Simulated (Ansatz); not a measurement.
# Zn (Fm-3m) in Ansatz: notebook

The runs below take Zn through single point, with PBE.

Program: Ansatz 0.2.0. These are calculated values, not measurements. Logs are shortened: lines on timing, memory, paths and dates and some standing lists are left out, and cuts for length are marked.

## Step 1: Starting point

It takes space group Fm-3m (No. 225, cubic). Conventional cell: a = 3.930 Å, b = 3.930 Å, c = 3.930 Å, α = 90.00°, β = 90.00°, γ = 90.00°. Zn (site symmetry m-3m) has 12 Zn at 2.78 Å as nearest neighbours.

This isn't the form of Zn at room conditions, which is hcp.

## Step 2: Single point, PBE

File input.yaml:

```yaml
crystal:
  lattice:
    - [0.0, 1.964776, 1.964776]
    - [1.964776, 0.0, 1.964776]
    - [1.964776, 1.964776, 0.0]
  atoms:
    - { symbol: Zn, position: [0.0, 0.0, 0.0] }
hamiltonian:
  xc: pbe
  pseudopotentials: { kind: paw }
kpoints:
  mp_grid: { grid: [12, 12, 12] }
scf:
  occupations: { method: gaussian, width: 0.014 }
output:
  forces: true
  stress: true
  eigenvalues: true
```

Potentials or basis: Ansatz PAW.

Started as:

```console
> ansatz run input.yaml --threads 2 --pin off --max-ram 5632MiB --backend cpu --events-out ev --progress --plain --runs-dir out
```

The program printed:

```text
Warning: RAYON_NUM_THREADS=2 ignored (pool sized by the plan → 2); use --threads N
Engine: ansatz 0.2.0, aarch64-unknown-linux-gnu
Pseudopotentials: kind: paw
Pseudopotential: Zn, paw, valence charge 12, recommended cutoff 420 eV (normal), Zn.paw.azcp
Functional definition: PBE
  parameter kappa = 0.804
  parameter beta = 0.06672455060314922
  exchange = pbe_x(kappa = kappa, mu = beta*pi^2/3)
  correlation = pbe_c(beta = beta)
Crystal: 1 atoms, lattice volume = 15.169 Å³
Basis set: ecut = 420 eV, 307 PW (Γ), exchange–correlation on 40×40×40 points (8 copies of the dense FFT grid, shifted against one another)
Bands: 10, of which v1, the nominal top of the filled ones, is band 6 counted from 1 (5 counted from 0)
Symmetry: 48 space group operations
Space group: Fm-3m (ITA 225), of the structure as read, at distance tolerance 2.5e-5 Å
k-points: 72 of 1728
Non-local potential: Zn, projectors of the file, l = 0: 2, l = 1: 2, l = 2: 3, l = 3: 1
PAW form: soft (Blöchl's): semilocal exchange-correlation on the pseudo side does not see the compensation charge
PAW one-centre angular grid: Zn, 590 points (default); XC on 64 Gauss nodes
Initial density: superposition of atomic densities (neutral atoms: chi_scale 0, normalization atom), corrected by the library's trained network
Initial wavefunctions: pseudopotential atomic-orbital guess
Functional: x = pbe(κ = 0.804, μ = 0.2195149727645171), c = pbe(β = 0.06672455060314922)
SCF iter   1: F=—  HF=-3318.997448 eV  |F-HF|=—  |Δ(HF+E_count)|=         —  Δρ=1.85e-3  dr2=3.59e-4  ethr=1.77e-3  ⟨swp⟩=5.2  Hψ=4703  notcnv=0
preconditioner: auto → none  [metal: Δε(μ)=0.018 eV  Ē_g=17.067 eV  σ=0.014 eV  W_gap=0.50  n_scr=0 (ndim 8)  ℏωp=33.0 eV  f_vac=0.000  D(μ)=1.37/eV (n_scr^D=14)]
SCF iter   2: F=—  HF=-3318.997399 eV  |F-HF|=—  |Δ(HF+E_count)|=   4.93e-5  Δρ=2.24e-3  dr2=3.66e-4  ethr=2.99e-6  ⟨swp⟩=2.0  Hψ=2007  notcnv=0  defer=4
SCF iter   3: F=—  HF=-3318.997239 eV  |F-HF|=—  |Δ(HF+E_count)|=   1.60e-4  Δρ=6.69e-4  dr2=2.46e-5  ethr=2.99e-6  ⟨swp⟩=2.0  Hψ=1370  notcnv=0  defer=4
SCF iter   4: F=—  HF=-3318.997242 eV  |F-HF|=—  |Δ(HF+E_count)|=   3.72e-6  Δρ=5.19e-5  dr2=1.39e-7  ethr=2.05e-7  ⟨swp⟩=2.0  Hψ=1094  notcnv=0  defer=4
iter 5 did not close the SCF: its close was put off for the readings that it lacked (scf_convergence_deferred on its scf_iter line)
SCF iter   5: F=-3318.997243 eV  HF=-3318.997243 eV  |F-HF|=4.77e-8  |Δ(HF+E_count)|=   3.69e-7  Δρ=2.27e-5  dr2=4.60e-8  ethr=1.16e-9  ⟨swp⟩=2.7  Hψ=1131  notcnv=0  defer=4
SCF iter   6: F=-3318.997243 eV  HF=-3318.997243 eV  |F-HF|=1.28e-8  |Δ(HF+E_count)|=   1.07e-8  Δρ=1.15e-5  dr2=1.13e-8  ethr=3.84e-10  ⟨swp⟩=2.9  Hψ=2386  notcnv=0
SCF 1 converged in 6 iterations: F = -3318.997243 eV  dr2 = 1.13e-8
SCF converged after 6 iterations
Free energy (F): -3318.997243 eV
Harris-Foulkes:  -3318.997243 eV  (|F-HF|=1.28e-8)
Internal energy: -3318.997107 eV  (E = F + TS)
E sigma→0 (E₀):  -3318.997175 eV
Entropy (-TS):   -0.000136 eV (-0.136 meV/atom)
Fermi energy:    11.022804 eV
--- Per-component energies (eV) ---
  E_band       = 49.718461
  E_kinetic    = 130.942553
  E_local      = -1529.331701  (includes V_loc(G=0)·N_el)
  E_nonlocal   = 610.688309
  E_hartree    = 640.946578
  E_xc         = -137.668855
  E_vxc        = -52.551783  (∫ρ·V_xc dr)
  E_paw        = -1824.901891  (= ΣΔE_a)
  E_vpaw       = -391.916247  (= ΣTr[D̂ρ^β])
  E_aug_tail   = -0.000370  (compensation charges beyond the density's cutoff)
  E_ewald      = -1209.671730
  E_smearing   = -0.000136  (= −TS)
  E_closure    = 0.000000  (closes the sum)
  Σ components = -3318.997243   (vs F -3318.997243, Δ=0.00e0)
--- Forces (eV/Å), atoms counted from 1 ---
  atom   1  Zn    -0.00000000    -0.00000000     0.00000000
  max |Σ_I F_I| component: 2.63e-31 eV/Å
--- Stress (GPa, compression-positive) ---
       -0.086189      -0.000000       0.000000
       -0.000000      -0.086189      -0.000000
       -0.000000       0.000000      -0.086189
  P = ⅓ Tr σ = -0.0862 GPa (-0.862 kbar)
--- Band table (eV; the first three rows and the last of 72) ---
  k-point 0: bands = ["0.6836", "3.4430", "3.4430", "3.4430", "3.8238", "3.8238", "29.2340", "29.2340", "29.2340", "29.5666"]
  k-point 1: bands = ["0.8925", "3.4265", "3.4662", "3.4662", "3.8176", "3.8176", "26.1339", "28.6213", "28.6213", "29.4101"]
  k-point 2: bands = ["1.4932", "3.4103", "3.5123", "3.5123", "3.8189", "3.8189", "22.1209", "27.7069", "27.7069", "29.2172"]
  k-point 71: bands = ["3.1000", "3.3435", "3.3435", "3.8466", "4.1806", "13.2867", "13.2867", "14.1299", "15.0791", "32.5778"]
```

It took 0.55 s on 2 threads of Arm Neoverse V1, shared host; peak memory 0.26 GiB.

What came out:

| Quantity | Value |
| --- | --- |
| Free energy | -3318.9972 eV |
| Pressure | -0.1 GPa |
| Band gap on the k mesh | none (metal or under the smearing width) |

## Step 3: Single point, PBE

Edit input.yaml of step 2 so:

```diff
@@ -13,3 +13,3 @@
 scf:
-  occupations: { method: gaussian, width: 0.014 }
+  occupations: { method: gaussian, width: 0.015 }
 output:
```

Potentials or basis: Ansatz PAW.

Started as:

```console
> ansatz run input.yaml --threads 2 --pin off --max-ram 5632MiB --backend cpu --events-out ev --progress --plain --runs-dir out
```

Run time: 0.56 s. Hardware: 2 threads of Arm Neoverse V1, shared host; peak memory 0.26 GiB.

It converged, with:

| Item | Value |
| --- | --- |
| Free energy | -3318.9973 eV |
| Pressure | -0.1 GPa |
| Band gap on the k mesh | none (metal or under the smearing width) |

Levels at points of the mesh, in eV from the Fermi level:
```
             k point  band 2  band 3  band 4  band 5  band 6  band 7  band 8  band 9  band 10
  (0.00, 0.00, 0.00)   -7.58   -7.58   -7.58   -7.20   -7.20   18.21   18.21   18.21    18.54
 (0.00, 0.00, -0.50)   -7.58   -7.58   -6.91   -6.91   -2.89   -1.36   15.20   15.20    17.18
(0.00, -0.50, -0.50)   -8.19   -6.93   -6.84   -6.84   -0.99    1.75    8.40    8.40    12.02
```

## Step 4: Single point, PBE

Edit input.yaml of step 3 so:

```diff
@@ -13,3 +13,3 @@
 scf:
-  occupations: { method: gaussian, width: 0.015 }
+  occupations: { method: gaussian, width: 0.016 }
 output:
```

Potentials or basis: Ansatz PAW.

Started as:

```console
> ansatz run input.yaml --threads 2 --pin off --max-ram 5632MiB --backend cpu --events-out ev --progress --plain --runs-dir out
```

The program printed:

```text
Warning: RAYON_NUM_THREADS=2 ignored (pool sized by the plan → 2); use --threads N
[... 8 set-up lines as earlier in the session ...]
Crystal: 1 atoms, lattice volume = 15.169 Å³
Basis set: ecut = 420 eV, 307 PW (Γ), exchange–correlation on 40×40×40 points (8 copies of the dense FFT grid, shifted against one another)
Bands: 10, of which v1, the nominal top of the filled ones, is band 6 counted from 1 (5 counted from 0)
[... 2 set-up lines as earlier in the session ...]
k-points: 72 of 1728
[... 6 set-up lines as earlier in the session ...]
SCF iter   1: F=—  HF=-3318.997468 eV  |F-HF|=—  |Δ(HF+E_count)|=         —  Δρ=1.85e-3  dr2=3.55e-4  ethr=1.77e-3  ⟨swp⟩=5.2  Hψ=4703  notcnv=0
preconditioner: auto → none  [metal: Δε(μ)=0.018 eV  Ē_g=17.067 eV  σ=0.016 eV  W_gap=0.46  n_scr=0 (ndim 8)  ℏωp=33.0 eV  f_vac=0.000  D(μ)=1.28/eV (n_scr^D=14)]
SCF iter   2: F=—  HF=-3318.997418 eV  |F-HF|=—  |Δ(HF+E_count)|=   5.00e-5  Δρ=2.23e-3  dr2=3.64e-4  ethr=2.96e-6  ⟨swp⟩=2.0  Hψ=2004  notcnv=0  defer=4
SCF iter   3: F=—  HF=-3318.997259 eV  |F-HF|=—  |Δ(HF+E_count)|=   1.59e-4  Δρ=6.66e-4  dr2=2.45e-5  ethr=2.96e-6  ⟨swp⟩=2.0  Hψ=1360  notcnv=0  defer=4
SCF iter   4: F=—  HF=-3318.997263 eV  |F-HF|=—  |Δ(HF+E_count)|=   3.53e-6  Δρ=5.22e-5  dr2=1.34e-7  ethr=2.04e-7  ⟨swp⟩=2.0  Hψ=1094  notcnv=0  defer=4
iter 5 did not close the SCF: its close was put off for the readings that it lacked (scf_convergence_deferred on its scf_iter line)
SCF iter   5: F=-3318.997263 eV  HF=-3318.997263 eV  |F-HF|=4.59e-8  |Δ(HF+E_count)|=   3.78e-7  Δρ=2.23e-5  dr2=4.45e-8  ethr=1.11e-9  ⟨swp⟩=2.7  Hψ=1129  notcnv=0  defer=4
SCF iter   6: F=-3318.997263 eV  HF=-3318.997263 eV  |F-HF|=1.27e-8  |Δ(HF+E_count)|=   1.04e-8  Δρ=1.15e-5  dr2=1.12e-8  ethr=3.70e-10  ⟨swp⟩=2.9  Hψ=2385  notcnv=0
SCF 1 converged in 6 iterations: F = -3318.997263 eV  dr2 = 1.12e-8
SCF converged after 6 iterations
Free energy (F): -3318.997263 eV
Harris-Foulkes:  -3318.997263 eV  (|F-HF|=1.27e-8)
Internal energy: -3318.997097 eV  (E = F + TS)
E sigma→0 (E₀):  -3318.997180 eV
Entropy (-TS):   -0.000165 eV (-0.165 meV/atom)
Fermi energy:    11.022316 eV
--- Per-component energies (eV) ---
  E_band       = 49.716217
  E_kinetic    = 130.941806
  E_local      = -1529.329601  (includes V_loc(G=0)·N_el)
  E_nonlocal   = 610.689039
  E_hartree    = 640.945316
  E_xc         = -137.668232
  E_vxc        = -52.551098  (∫ρ·V_xc dr)
  E_paw        = -1824.903325  (= ΣΔE_a)
  E_vpaw       = -391.918747  (= ΣTr[D̂ρ^β])
  E_aug_tail   = -0.000370  (compensation charges beyond the density's cutoff)
  E_ewald      = -1209.671730
  E_smearing   = -0.000165  (= −TS)
  E_closure    = 0.000000  (closes the sum)
  Σ components = -3318.997263   (vs F -3318.997263, Δ=0.00e0)
--- Forces (eV/Å), atoms counted from 1 ---
  atom   1  Zn     0.00000000     0.00000000     0.00000000
  max |Σ_I F_I| component: 1.03e-31 eV/Å
--- Stress (GPa, compression-positive) ---
       -0.098500      -0.000000      -0.000000
       -0.000000      -0.098500      -0.000000
       -0.000000       0.000000      -0.098500
  P = ⅓ Tr σ = -0.0985 GPa (-0.985 kbar)
--- Band table (eV; the first three rows and the last of 72) ---
  k-point 0: bands = ["0.6836", "3.4428", "3.4428", "3.4428", "3.8236", "3.8236", "29.2340", "29.2340", "29.2340", "29.5666"]
  k-point 1: bands = ["0.8925", "3.4263", "3.4660", "3.4660", "3.8173", "3.8173", "26.1339", "28.6212", "28.6212", "29.4100"]
  k-point 2: bands = ["1.4931", "3.4101", "3.5121", "3.5121", "3.8187", "3.8187", "22.1209", "27.7069", "27.7069", "29.2171"]
  k-point 71: bands = ["3.0998", "3.3433", "3.3433", "3.8464", "4.1804", "13.2867", "13.2867", "14.1298", "15.0791", "32.5778"]
```

Wall time 0.56 s (2 threads of Arm Neoverse V1, shared host); peak memory 0.26 GiB.

Results:

```
Free energy            : -3318.9973 eV
Pressure               : -0.1 GPa
Band gap on the k mesh : none (metal or under the smearing width)
```

Levels at points of the mesh, in eV from the Fermi level:
| k point | band 2 | band 3 | band 4 | band 5 | band 6 | band 7 | band 8 | band 9 | band 10 |
| --- | --- | --- | --- | --- | --- | --- | --- | --- | --- |
| (0.00, 0.00, 0.00) | -7.58 | -7.58 | -7.58 | -7.20 | -7.20 | 18.21 | 18.21 | 18.21 | 18.54 |
| (0.00, 0.00, -0.50) | -7.58 | -7.58 | -6.91 | -6.91 | -2.89 | -1.36 | 15.20 | 15.20 | 17.18 |
| (0.00, -0.50, -0.50) | -8.19 | -6.93 | -6.84 | -6.84 | -0.99 | 1.75 | 8.40 | 8.40 | 12.02 |

## Step 5: Single point, PBE

Edit input.yaml of step 4 so:

```diff
@@ -13,3 +13,3 @@
 scf:
-  occupations: { method: gaussian, width: 0.016 }
+  occupations: { method: gaussian, width: 0.017 }
 output:
@@ -18 +18,5 @@
   eigenvalues: true
+  write_density: true
+  write_potential: true
+  elf: true
+  volumetric_format: npy
```

Started as:

```console
> ansatz run input.yaml --threads 2 --pin off --max-ram 5632MiB --backend cpu --events-out ev --progress --plain --runs-dir out
```

It took 0.7 s on 2 threads of Arm Neoverse V1, shared host; peak memory 0.26 GiB.

It converged, with:

- Free energy: -3318.9973 eV
- Pressure: -0.1 GPa
- Band gap on the k mesh: none (metal or under the smearing width)

Levels at points of the mesh, in eV from the Fermi level:
```tsv
k point	band 3	band 4	band 5	band 6	band 7	band 8	band 9	band 10
(0.00, 0.00, 0.00)	-7.58	-7.58	-7.20	-7.20	18.21	18.21	18.21	18.54
(0.00, 0.00, -0.50)	-7.58	-6.91	-6.91	-2.88	-1.36	15.20	15.20	17.18
(0.00, -0.50, -0.50)	-6.93	-6.84	-6.84	-0.99	1.75	8.40	8.40	12.02
```

## Step 6: Summary

| smearing | gap on the mesh (eV) | pressure (GPa) |
| --- | --- | --- |
| gaussian 0.014 eV | none | -0.1 |
| gaussian 0.015 eV | none | -0.1 |
| gaussian 0.016 eV | none | -0.1 |
| gaussian 0.017 eV | none | -0.1 |

Alike in all rows: task single point; level PBE; potentials or basis Ansatz PAW; no spin polarisation; cell as given; k mesh 12 × 12 × 12; cutoff (eV) 420.

Every run on the cell as given and a fine mesh finds a metal.

Total energies depend on the potentials used, so only differences within one code and one set of settings carry meaning.
